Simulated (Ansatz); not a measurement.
# Mn3Si (Fm-3m) in Ansatz: convergence with xc grid

Aim: find how far xc grid must go before the results for Mn3Si settle, at LDA. This setting moves, with any that are tied to it; all else stays.

Everything below comes from runs of Ansatz 0.2.0. Logs are shortened: lines on timing, memory, paths and dates and some standing lists are left out, and cuts for length are marked.

## 1. The crystal as given

It takes space group Fm-3m (No. 225, cubic). Conventional cell: a = 5.722 Å, b = 5.722 Å, c = 5.722 Å, α = 90.00°, β = 90.00°, γ = 90.00°. Mn (site symmetry -43m) is surrounded by 4 Mn at 2.48 Å and 4 Si at 2.48 Å. Mn (site symmetry m-3m) is surrounded by 8 Mn at 2.48 Å. Si (site symmetry m-3m) is surrounded by 8 Mn at 2.48 Å.

## 2. With xc grid 1

Input file input.yaml:

```yaml
crystal:
  lattice:
    - [0.0, 2.861, 2.861]
    - [2.861, 0.0, 2.861]
    - [2.861, 2.861, 0.0]
  atoms:
    - { symbol: Mn, position: [0.75, 0.75, 0.75], spin: 4.0 }
    - { symbol: Mn, position: [0.25, 0.25, 0.25], spin: 4.0 }
    - { symbol: Mn, position: [0.5, 0.5, 0.5], spin: 4.0 }
    - { symbol: Si, position: [0.0, 0.0, 0.0] }
hamiltonian:
  xc: lda
  pseudopotentials: { kind: paw, source: jth, xc_functional: pbe }
magnetization:
  spin_polarized: true
kpoints:
  mp_grid: { grid: [7, 7, 7] }
scf:
  occupations: { method: gaussian, width: 0.1 }
output:
  forces: true
  stress: true
  eigenvalues: true
basis:
  xc_grid: 1
```

Potentials or basis: JTH PAW.

Command:

```
$ ansatz run input.yaml --threads 2 --pin off --max-ram 5632MiB --backend cpu --events-out ev --progress --plain --runs-dir out
```

Run time: 14 s. Hardware: 2 threads of Intel Xeon Platinum 8375C at 2.90GHz (Ice Lake), shared host; peak memory 0.7 GiB.

What came out:

```yaml
Free_energy: -12132.1423 eV
Pressure: -22.5 GPa
Band_gap_on_the_k_mesh: none (metal or under the smearing width)
Net_moment: 1.03 μB per cell
Absolute_moment: 4.08 μB per cell
Site_moments: Mn -0.72, +2.39; Si +0.03 μB
```

## 3. With xc grid 2

Edit input.yaml of step 2 so:

```diff
@@ -24,2 +24,2 @@
 basis:
-  xc_grid: 1
+  xc_grid: 2
```

Potentials or basis: JTH PAW.

Command:

```
$ ansatz run input.yaml --threads 2 --pin off --max-ram 5632MiB --backend cpu --events-out ev --progress --plain --runs-dir out
```

Wall time 14 s (2 threads of Intel Xeon Platinum 8375C at 2.90GHz (Ice Lake), shared host); peak memory 0.73 GiB.

What came out:

* Free energy: -12132.1423 eV
* Pressure: -22.5 GPa
* Band gap on the k mesh: none (metal or under the smearing width)
* Net moment: 1.03 μB per cell
* Absolute moment: 4.08 μB per cell
* Site moments: Mn -0.72, +2.39; Si +0.03 μB

## 4. With xc grid 3

Edit input.yaml of step 3 so:

```diff
@@ -24,2 +24,2 @@
 basis:
-  xc_grid: 2
+  xc_grid: 3
```

Command:

```
$ ansatz run input.yaml --threads 2 --pin off --max-ram 5632MiB --backend cpu --events-out ev --progress --plain --runs-dir out
```

Wall time 15 s (2 threads of Intel Xeon Platinum 8375C at 2.90GHz (Ice Lake), shared host); peak memory 0.76 GiB.

It converged, with:

```
Free energy            : -12132.1423 eV
Pressure               : -22.5 GPa
Band gap on the k mesh : none (metal or under the smearing width)
Net moment             : 1.03 μB per cell
Absolute moment        : 4.08 μB per cell
Site moments           : Mn -0.72, +2.39; Si +0.03 μB
```

## 5. With xc grid 4

Edit input.yaml of step 4 so:

```diff
@@ -24,2 +24,2 @@
 basis:
-  xc_grid: 3
+  xc_grid: 4
```

Command:

```
$ ansatz run input.yaml --threads 2 --pin off --max-ram 5632MiB --backend cpu --events-out ev --progress --plain --runs-dir out
```

It took 17 s on 2 threads of Intel Xeon Platinum 8375C at 2.90GHz (Ice Lake), shared host; peak memory 0.9 GiB.

It converged, with:

```yaml
Free_energy: -12132.1423 eV
Pressure: -22.5 GPa
Band_gap_on_the_k_mesh: none (metal or under the smearing width)
Net_moment: 1.03 μB per cell
Absolute_moment: 4.08 μB per cell
Site_moments: Mn -0.72, +2.39; Si +0.03 μB
```

## 6. With xc grid 5

Edit input.yaml of step 5 so:

```diff
@@ -24,2 +24,2 @@
 basis:
-  xc_grid: 4
+  xc_grid: 5
```

Potentials or basis: JTH PAW.

Command:

```
$ ansatz run input.yaml --threads 2 --pin off --max-ram 5632MiB --backend cpu --events-out ev --progress --plain --runs-dir out
```

Log:

```text
Warning: the checks of this Mn dataset prove no rule for summing its radial tables, as where they were carried onto another mesh than they were made on, and Gregory's rule is taken, under which a leading mesh point left out moves its sums only by what lay on the interval it spanned. That does not make them correct, and they differ from Quantum ESPRESSO's on this file; a re-export a fraction of a mesh step off can move them. hamiltonian.pseudopotentials.radial_quadrature: simpson_from_first_knot sums it by `pw.x`'s rule; on a PAW file no value gives `pw.x`'s numbers. What more to know: hamiltonian.pseudopotentials.radial_quadrature, in the input reference
Warning: the checks of this Si dataset prove no rule for summing its radial tables, as where they were carried onto another mesh than they were made on, and Gregory's rule is taken, under which a leading mesh point left out moves its sums only by what lay on the interval it spanned. That does not make them correct, and they differ from Quantum ESPRESSO's on this file; a re-export a fraction of a mesh step off can move them. hamiltonian.pseudopotentials.radial_quadrature: simpson_from_first_knot sums it by `pw.x`'s rule; on a PAW file no value gives `pw.x`'s numbers. What more to know: hamiltonian.pseudopotentials.radial_quadrature, in the input reference
Warning: RAYON_NUM_THREADS=2 ignored (pool sized by the plan → 2); use --threads N
Engine: ansatz 0.2.0, x86_64-unknown-linux-gnu
Pseudopotentials: kind: paw
Pseudopotential: Mn, paw, valence charge 15, recommended cutoff 1290 eV (normal), Mn.paw.azcp
Pseudopotential: Si, paw, valence charge 4, recommended cutoff 390 eV (normal), Si.paw.azcp
Functional definition: SPW92
  exchange = slater_x
  correlation = pw_c
Crystal: 4 atoms, lattice volume = 46.836 Å³
Basis set: ecut = 1290 eV, 4957 PW (Γ), exchange–correlation on 300×300×300 points (125 copies of the dense FFT grid, shifted against one another)
Bands: 37, of which v1, the nominal top of the filled ones, is band 25 counted from 1 (24 counted from 0)
Symmetry: 48 space group operations
Space group: Fm-3m (ITA 225), of the structure as read, at distance tolerance 3.6e-5 Å
Magnetic group: BNS 225.116 (UNI 1618), of the structure as read, at distance tolerance 3.6e-5 Å
k-points: 20 of 343
Non-local potential: Mn, projectors of the file, l = 0: 2, l = 1: 2, l = 2: 2
Non-local potential: Si, projectors of the file, l = 0: 2, l = 1: 2
PAW form: soft (Blöchl's): semilocal exchange-correlation on the pseudo side does not see the compensation charge
PAW frozen core: Mn, regenerated for the run's functional, and the local potential with it (the file was generated under x = pbe(κ = 0.804, μ = 0.2195149727645171), c = pbe(β = 0.06672455060314922))
PAW frozen core: Si, regenerated for the run's functional, and the local potential with it (the file was generated under x = pbe(κ = 0.804, μ = 0.2195149727645171), c = pbe(β = 0.06672455060314922))
PAW one-centre angular grid: Mn, 590 points (default); XC on 64 Gauss nodes
PAW one-centre angular grid: Si, 110 points (default); XC on 64 Gauss nodes
Initial density: superposition of atomic densities (chi_scale 0.1, normalization cell)
Starting moments: Σ|m| = 12 μB on 3 of 4 sites
Initial wavefunctions: pseudopotential atomic-orbital guess
Functional: x = slater, c = lda
SCF iter   1: F=—  HF=-12138.246954 eV  |F-HF|=—  |Δ(HF+E_count)|=         —  Δρ=2.87e-1 (↑2.87e-1 ↓1.48e-1)  dr2=1.26e1  dr2_m=1.93e1  M=2.559 μB ∫|m|=2.586 μB  β_m=0.30  ethr=3.10e-3  ⟨swp⟩=9.4  Hψ=8446  notcnv=0
Mixer restart at iter 1: flushing history
preconditioner: auto → Kerker (q_TF=auto, 2.749 Å⁻¹)  [metal: Δε(μ)=0.005 eV  Ē_g=7.885 eV  σ=0.100 eV  W_gap=0.03  n_scr=14 (ndim 8)  ℏωp=27.1 eV  f_vac=0.002  D(μ)=4.39/eV (n_scr^D=58)]
spin=Collinear: Kerker preconditioning applied to the charge; magnetization (m = ρ↑ − ρ↓) channel mixes plain (no charge-response kernel on spin).
[... 21 lines left out ...]
SCF converged after 18 iterations
Magnetization: 1.0310 μB (25.0155 up, 23.9845 down)
Absolute magnetization: 4.0809 μB (∫|ρ↑−ρ↓|, with the PAW one-centre terms)
Spin contamination: 1.2102 ħ² per cell (⟨S²⟩ above its minimum at these occupations)
Per-site moments (μB) at R_I (Å): [(-0.7195658314536942, 1.0220507055937524), (-0.719565831453694, 1.0220507055937527), (2.385987348074241, 1.0220507055937524), (0.03457621471368677, 1.0220507055937524)]
Free energy (F): -12132.142276 eV
Harris-Foulkes:  -12132.142276 eV  (|F-HF|=7.45e-9)
Internal energy: -12132.121869 eV  (E = F + TS)
E sigma→0 (E₀):  -12132.132072 eV
Entropy (-TS):   -0.020407 eV (-5.102 meV/atom)
Fermi energy:    17.800965 eV
--- Per-component energies (eV) ---
  E_band       = -522.673490
  E_kinetic    = 1092.807395
  E_local      = -4792.276861  (includes V_loc(G=0)·N_el)
  E_nonlocal   = -378.390215
  E_hartree    = 1947.256375
  E_xc         = -373.169140
  E_vxc        = -451.351466  (∫ρ·V_xc dr)
  E_paw        = -3711.317201  (= ΣΔE_a)
  E_vpaw       = 112.023614  (= ΣTr[D̂ρ^β])
  E_aug_tail   = 0.000120  (compensation charges beyond the density's cutoff)
  E_ewald      = -5918.267432
  E_core_change = 1.235092  (= ΣΔE_core)
  E_smearing   = -0.020407  (= −TS)
  E_closure    = -0.000000  (closes the sum)
  Σ components = -12132.142276   (vs F -12132.142276, Δ=0.00e0)
--- Forces (eV/Å), atoms counted from 1 ---
  atom   1  Mn    -0.00000000     0.00000000     0.00000000
  atom   2  Mn     0.00000000     0.00000000     0.00000000
  atom   3  Mn     0.00000000    -0.00000000     0.00000000
  atom   4  Si    -0.00000000     0.00000000     0.00000000
  max |Σ_I F_I| component: 2.31e-18 eV/Å
--- Stress (GPa, compression-positive) ---
      -22.452838       0.000000       0.000000
        0.000000     -22.452838       0.000000
        0.000000       0.000000     -22.452838
  P = ⅓ Tr σ = -22.4528 GPa (-224.528 kbar)
--- Band table (eV; the first three rows and the last of 40) ---
  k-point 0 ↑: bands = ["-61.8952", "-60.0522", "-60.0273", "-31.0112", "-31.0112", "-31.0112", "-29.2433", "-29.2433", "-29.2433", "-29.1455", "-29.1455", "-29.1455", "6.8423", "14.0597", "14.0597", "14.2174", "14.2174", "14.2174", "15.2748", "15.2748", "15.2748", "17.8138", "17.8138", "18.5215", "18.5215", "18.5215", "19.0883", "19.0883", "21.1908", "22.5296", "22.5296", "22.5296", "23.8485", "23.8485", "23.8485", "27.2704", "27.2704"]
  k-point 1 ↑: bands = ["-61.8948", "-60.0513", "-60.0287", "-31.0123", "-31.0123", "-31.0114", "-29.2381", "-29.2381", "-29.2354", "-29.1547", "-29.1497", "-29.1497", "7.1116", "13.7817", "13.7817", "13.8452", "14.7144", "14.7144", "15.1785", "15.2669", "15.2669", "17.7700", "17.7700", "18.1939", "18.3035", "18.3035", "19.0335", "19.0335", "21.2792", "22.0796", "22.4377", "22.4377", "23.7605", "23.8998", "23.8998", "26.9908", "26.9908"]
  k-point 2 ↑: bands = ["-61.8939", "-60.0484", "-60.0325", "-31.0148", "-31.0148", "-31.0115", "-29.2241", "-29.2241", "-29.2178", "-29.1752", "-29.1615", "-29.1615", "7.8592", "12.8275", "13.6419", "13.6419", "15.0381", "15.1508", "15.1508", "15.5412", "15.5412", "17.6073", "17.6073", "17.7931", "17.9236", "17.9236", "18.7769", "18.7769", "19.8749", "22.0428", "22.3203", "22.3203", "23.6103", "23.6103", "25.1287", "27.5527", "27.5527"]
  k-point 19 ↓: bands = ["-60.7955", "-60.7945", "-59.3180", "-30.0163", "-29.9884", "-29.9626", "-29.9336", "-29.8843", "-29.8771", "-28.4928", "-28.4859", "-28.4745", "9.4770", "12.6145", "12.7932", "14.1633", "14.8041", "15.7452", "15.8775", "16.2122", "16.4041", "16.5217", "16.8833", "17.1348", "18.7090", "18.7881", "18.8993", "18.9717", "19.1787", "19.2739", "19.5585", "23.7088", "25.7413", "26.0580", "26.5134", "29.1308", "29.3466"]
```

It took 20 s on 2 threads of Intel Xeon Platinum 8375C at 2.90GHz (Ice Lake), shared host; peak memory 1.1 GiB.

What came out:

* Free energy: -12132.1423 eV
* Pressure: -22.5 GPa
* Band gap on the k mesh: none (metal or under the smearing width)
* Net moment: 1.03 μB per cell
* Absolute moment: 4.08 μB per cell
* Site moments: Mn -0.72, +2.39; Si +0.03 μB

## 7. Result

| xc grid | energy less the tightest run, at zero smearing (meV/atom) | SCF cycles | CPU time (s) | peak memory (GiB) |
| --- | --- | --- | --- | --- |
| 1 | 0.00 | 18 | 27 | 0.7 |
| 2 | 0.00 | 18 | 27 | 0.73 |
| 3 | 0.00 | 18 | 29 | 0.76 |
| 4 | 0.00 | 18 | 32 | 0.9 |
| 5 | 0.00 | 18 | 34 | 1.1 |

Against the tightest run, the energy stays within 1 meV/atom from 1 on. The tightest run that finished is the yardstick and may itself not be fully converged.

Caveats: so large a pressure means that the cell lies far from this level's equilibrium, or that cutoff or potentials fall short; the starting moments weren't kept.
